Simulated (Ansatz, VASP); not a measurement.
One calculation of PtSe2, two programs

```
Pt Se
1.0
     3.72920    0.00000    0.00000
    -1.86460    3.22958    0.00000
     0.00000    0.00000    5.27196
Pt Se
1 2
Direct
  0.00000 0.00000 0.00000
  0.33333 0.66667 0.24638
  0.66667 0.33333 0.75362
```

Alike in both runs: functional r2SCAN; dispersion rVV10; k mesh 14 × 14 × 10; occupations gaussian, width 0.02 eV; no spin polarisation.

Ansatz relaxed the structure, and its values are those at the end. VASP's run is a single point on that final structure, the one shown.

|  | VASP | Ansatz |
| --- | --- | --- |
| version | VASP 6.6.1 | Ansatz 0.2.0 |
| potentials or method | VASP PAW PBE potentials, release 64 (Pt, Se) | scalar-relativistic, plane waves, PAW |
| plane-wave cutoff (eV) | 520 | 500 |
| valence electrons in the cell | 22 | 50 |

|  | VASP | Ansatz | Ansatz less VASP |
| --- | --- | --- | --- |
| gap on the k mesh at the Fermi level (eV) | none | none | - |
| pressure (GPa) | 0.5 | 0.0 | -0.46 |
| rms of the force components (eV/Å) | 0.018 | 0.000 | -0.0177 |

A gap of «none» marks a metal or a gap that the smearing closes. The two sets of potentials don't hold the same shells in valence.

Caveats: the PAW data sets were made with another functional, which shifts forces and pressure a little (VASP). The runs have no spin-orbit coupling, so splittings on Pt are missing.
